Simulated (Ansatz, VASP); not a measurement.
BN: VASP beside Ansatz

File INCAR:

```
PREC = Accurate
ENCUT = 520
EDIFF = 1E-6
ISMEAR = 0
SIGMA = 0.02
LREAL = F
LASPH = T
NELM = 100
ALGO = Fast
ISIF = 2
LWAVE = F
LCHARG = T
GGA = PE
LELF = T
LVHAR = T
NBANDS = 11
```

Contents of KPOINTS:

```
regular mesh
0
Gamma
  12 12 12
```

The input POSCAR:

```
BN
1.0
    1.2013173417      0.7833618305      3.3377375328
   -1.3259486604      0.7655458563      3.3877824041
   -0.0777447456     -1.4320355099      3.3377310434
B N
1 1
Direct
    1.0204285007      0.9524863463      1.0204285007
    0.3120044993      0.3799466537      0.3120044993
```

Input for Ansatz:

```yaml
crystal:
  lattice:
    - [1.2013173417, 0.7833618305, 3.3377375328]
    - [-1.3259486604, 0.7655458563, 3.3877824041]
    - [-0.0777447456, -1.4320355099, 3.3377310434]
  atoms:
    - { symbol: B, position: [1.0204285007, 0.9524863463, 1.0204285007] }
    - { symbol: "N", position: [0.3120044993, 0.3799466537, 0.3120044993] }
basis:
  ecutwfc: 420
kpoints:
  mp_grid: { grid: [12, 12, 12] }
hamiltonian:
  xc: pbe
scf:
  occupations: { method: gaussian, width: 0.02 }
output:
  forces: true
  stress: true
  eigenvalues: true
  populations: true
```

Alike in both runs: task single point; functional PBE; k mesh 12 × 12 × 12; occupations gaussian, width 0.02 eV; no spin polarisation.

```csv
,VASP,Ansatz
version,VASP 6.6.1,Ansatz 0.2.0
potentials or method,"VASP PAW PBE potentials, release 64 (B, N)","scalar-relativistic, plane waves, PAW"
plane-wave cutoff (eV),520,420
valence electrons in the cell,8,8
```

```csv
,VASP,Ansatz,Ansatz less VASP
gap on the k mesh at the Fermi level (eV),2.41,2.42,+0.009
least direct gap on the mesh (eV),3.80,3.80,+0.007
pressure (GPa),13.2,13.3,+0.07
largest component of the traceless stress (GPa),31.41,31.36,-0.052
rms of the force components (eV/Å),6.302,6.300,-0.0016
```

Atom by atom the forces differ by 0.002 eV/Å (rms over components). The functional is the same, so the differences come from potentials, cutoffs and numerics. Ansatz warned: «near_symmetry_operations_not_taken».

Caveats: forces of over 1 eV/Å show positions far from the minimum, so gaps and moduli don't describe the material at rest. A k mesh can miss the band edges.
